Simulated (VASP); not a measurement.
# O2 in VASP: single point with HSE06

Aim: the single point of O2 with HSE06.

Program: VASP 6.6.1. These are calculated values, not measurements. Logs are shortened: lines on timing, memory, paths and dates and some standing lists are left out, and cuts for length are marked.

## 1. Starting point

The cell holds a molecule in a box, 2 atoms: a = 10.000 Å, b = 10.500 Å, c = 11.000 Å, α = 90.00°, β = 90.00°, γ = 90.00°.

## 2. Single point, HSE06, collinear spin, ferromagnetic start

The input, POSCAR:

```
O
1.0
   10.0000000000      0.0000000000      0.0000000000
    0.0000000000     10.5000000000      0.0000000000
    0.0000000000      0.0000000000     11.0000000000
O
2
Direct
    0.5000000000      0.5000000000      0.4442200000
    0.5000000000      0.5000000000      0.5557800000
```

The input, INCAR.step1:

```
PREC = Accurate
ENCUT = 520
EDIFF = 1E-5
ISMEAR = 0
SIGMA = 0.02
LREAL = F
LASPH = T
NELM = 100
ALGO = Normal
ISIF = 2
LWAVE = T
LCHARG = F
ISPIN = 2
MAGMOM = 1 1
LORBIT = 11
NBANDS = 17
GGA = PE
```

The input, INCAR.step2:

```
PREC = Accurate
ENCUT = 520
EDIFF = 1E-6
ISMEAR = 0
SIGMA = 0.02
LREAL = F
LASPH = T
NELM = 100
ALGO = Normal
ISIF = 2
LWAVE = F
LCHARG = F
ISPIN = 2
MAGMOM = 1 1
LORBIT = 11
GGA = PE
LHFCALC = T
HFSCREEN = 0.2
PRECFOCK = Fast
NBANDS = 17
ISTART = 1
```

The input, KPOINTS:

```
regular mesh
0
Gamma
  1 1 1
```

Potentials or basis: VASP PAW PBE potentials, release 64 (O).

Command:

```bash
$ cat potpaw_PBE.64/O/POTCAR > POTCAR
$ cp INCAR.step1 INCAR
$ mpirun -np 1 vasp_std > vasp.out
$ cp INCAR.step2 INCAR
$ mpirun -np 1 vasp_std > vasp.out
```

OUTCAR:

```text
PREC = Accurate
   ENCUT = 520
   EDIFF = 1E-6
   ISMEAR = 0
   LREAL = F
   LASPH = T
   NELM = 100
   ISIF = 2
   ISPIN = 2
   LORBIT = 11
   GGA = PE
   LHFCALC = T
   HFSCREEN = 0.2
   PRECFOCK = Fast
   ISTART = 1

 ion  position               nearest neighbor table
   1  0.500  0.500  0.444-   2 1.23
   2  0.500  0.500  0.556-   1 1.23

  LATTYP: Found a simple orthorhombic cell.
 ALAT       =    10.0000000000
 B/A-ratio  =     1.0500000000
 C/A-ratio  =     1.1000000000

  Lattice vectors:

 A1 = (  10.0000000000,   0.0000000000,   0.0000000000)
 A2 = (   0.0000000000,  10.5000000000,   0.0000000000)
 A3 = (   0.0000000000,   0.0000000000,  11.0000000000)

Analysis of symmetry for initial positions (statically):
=====================================================================
 Subroutine PRICEL returns:
 Original cell was already a primitive cell.

 Routine SETGRP: Setting up the symmetry group for a
 simple orthorhombic supercell.

 Subroutine GETGRP returns: Found  8 space group operations
 (whereof  8 operations were pure point group operations)
 out of a pool of  8 trial point group operations.

The static configuration has the point symmetry D_2h.

Analysis of symmetry for dynamics (positions and initial velocities):
=====================================================================
 Subroutine PRICEL returns:
 Original cell was already a primitive cell.

 Routine SETGRP: Setting up the symmetry group for a
 simple orthorhombic supercell.

 Subroutine GETGRP returns: Found  8 space group operations
 (whereof  8 operations were pure point group operations)
 out of a pool of  8 trial point group operations.

The dynamic configuration has the point symmetry D_2h.

Analysis of structural, dynamic, and magnetic symmetry:
=====================================================================
 Subroutine PRICEL returns:
 Original cell was already a primitive cell.

 Routine SETGRP: Setting up the symmetry group for a
 simple orthorhombic supercell.

 Subroutine GETGRP returns: Found  8 space group operations
 (whereof  8 operations were pure point group operations)
 out of a pool of  8 trial point group operations.

The overall configuration has the point symmetry D_2h.

 Subroutine INISYM returns: Found  8 space group operations
[... 98 lines left out ...]
   GGA     = PE    functional components
   LHFCALC =     T    Hartree Fock is set to
   PRECFOCK=fast      Normal, Fast or Accurate (Low or Medium for compatibility)
   ENCUT4O =  -1.0   cutoff for four orbital integrals eV
   NKREDX  =     1    reduce k-point grid by
   NKREDY  =     1    reduce k-point grid by
   NKREDZ  =     1    reduce k-point grid by
   AEXX    =    0.2500 exact exchange contribution
   HFSCREEN=    0.2000 screening length (either q_TF or 0.3 A-1)
   HFSCREENC=   0.2000 screening length for correlation (either q_TF or 0.3 A-1)
   ENCUTFOCK=  -1.0 apply spherical cutoff to Coloumb kernel
   IVDW    =     0    specifies the selected vdW correction
   LEPSILON=     F    determine dielectric tensor
   LRPA    =     F    only Hartree local field effects (RPA)
 spin polarized calculation
 Gauss-broadening in eV      SIGMA  =   0.02
  energy-cutoff  :      520.00
  volume of cell :     1155.00
 maximum number of plane-waves:     31095
 NGX is ok and might be reduce to    80
  NGX = 40; NGY = 40; NGZ = 42

 number of electron      11.9999998 magnetization       1.9999999

 Free energy of the ion-electron system (eV)
  ---------------------------------------------------
  ext. energy  EPLUGINS =         0.00000000
  ---------------------------------------------------
  free energy    TOTEN  =       -13.99524739 eV

  energy without entropy =      -13.99524739  energy(sigma->0) =      -13.99524739

 E-fermi :  -8.5933     XC(G=0):  -0.4612

 val. band max:       -8.6945017428   @ k =   0.0000   0.0000   0.0000
 cond. band min:      -3.3821690304   @ k =   0.0000   0.0000   0.0000
 fundamental gap:      5.3123327124
 Fermi energy:        -8.5932601074

 spin component 1

 k-point     1 :       0.0000    0.0000    0.0000
  band No.  band energies     occupation
      1     -35.8110      1.00000
      2     -23.3847      1.00000
      3     -15.3934      1.00000
      4     -15.3933      1.00000
      5     -14.9457      1.00000
      6      -8.6946      1.00000
[... 9 lines left out ...]
     16       2.3216      0.00000
     17       2.3745      0.00000
 Fermi energy:        -8.5932601074

 spin component 2

 k-point     1 :       0.0000    0.0000    0.0000
  band No.  band energies     occupation
      1     -34.1189      1.00000
      2     -20.7462      1.00000
      3     -13.8670      1.00000
      4     -12.3208      1.00000
      5     -12.3203      1.00000
      6      -3.3822      0.00000
[... 9 lines left out ...]
     16       2.3777      0.00000
     17       2.4789      0.00000

------------------------ aborting loop because EDIFF is reached ----------------------------------------

  FORCE on cell =-STRESS in cart. coord.  units (eV):
  Direction    XX          YY          ZZ          XY          YZ          ZX
  --------------------------------------------------------------------------------------
  -------------------------------------------------------------------------------------
  Total       -0.0661237     -0.0603312     -1.8268612      0.0000000      0.0000000      0.0000000
  in kB       -0.0917245     -0.0836895     -2.5341606      0.0000000      0.0000000      0.0000000
  external PRESSURE =      -0.9031915 kB  Pullay stress =       0.0000000 kB

 VOLUME and BASIS-vectors are now :
 -----------------------------------------------------------------------------
  energy-cutoff  :      520.00
  volume of cell :     1155.00
      direct lattice vectors                 reciprocal lattice vectors
    10.000000000  0.000000000  0.000000000     0.100000000  0.000000000  0.000000000
     0.000000000 10.500000000  0.000000000     0.000000000  0.095238095  0.000000000
     0.000000000  0.000000000 11.000000000     0.000000000  0.000000000  0.090909091

 POSITION                                       TOTAL-FORCE (eV/Angst)
 -----------------------------------------------------------------------------------
      5.00000      5.25000      4.88642         0.000000      0.000000      1.429283
      5.00000      5.25000      6.11358         0.000000      0.000000     -1.429283
 -----------------------------------------------------------------------------------
    total drift:                               -0.000000      0.000000     -0.000000

  FREE ENERGIE OF THE ION-ELECTRON SYSTEM (eV)
  ---------------------------------------------------
  free  energy   TOTEN  =       -13.9952473940 eV

  energy  without entropy=      -13.9952473940  energy(sigma->0) =      -13.99524739

 total charge

# of ion       s       p       d       tot
------------------------------------------
    1        1.617   3.294   0.000   4.911
    2        1.617   3.294   0.000   4.911
--------------------------------------------------
tot          3.234   6.588   0.000   9.822

 magnetization (x)

# of ion       s       p       d       tot
------------------------------------------
    1        0.015   0.820   0.000   0.835
    2        0.015   0.820   0.000   0.835
--------------------------------------------------
tot          0.029   1.640   0.000   1.669
```

Wall time 15 min (1 thread of Intel Xeon Platinum 8375C at 2.90GHz (Ice Lake), shared host); peak memory 1.5 GiB.

Results:

| Quantity | Value |
| --- | --- |
| Free energy | -13.9952 eV |
| Largest force | 1.429 eV/Å |
| Gap between the frontier levels | 5.31 eV |
| Net moment | 2.00 μB per cell |
| Site moments | O +0.83 μB |
| Valence electrons inside the program's atomic spheres | O 4.91 |

Forces on the atoms (eV/Å):
```
O    0.000  0.000  1.429
O    0.000  0.000 -1.429
```

Caveat: the standard files for N, O and F lose accuracy on very short bonds; the PAW data sets were made with another functional, which shifts forces and pressure a little.
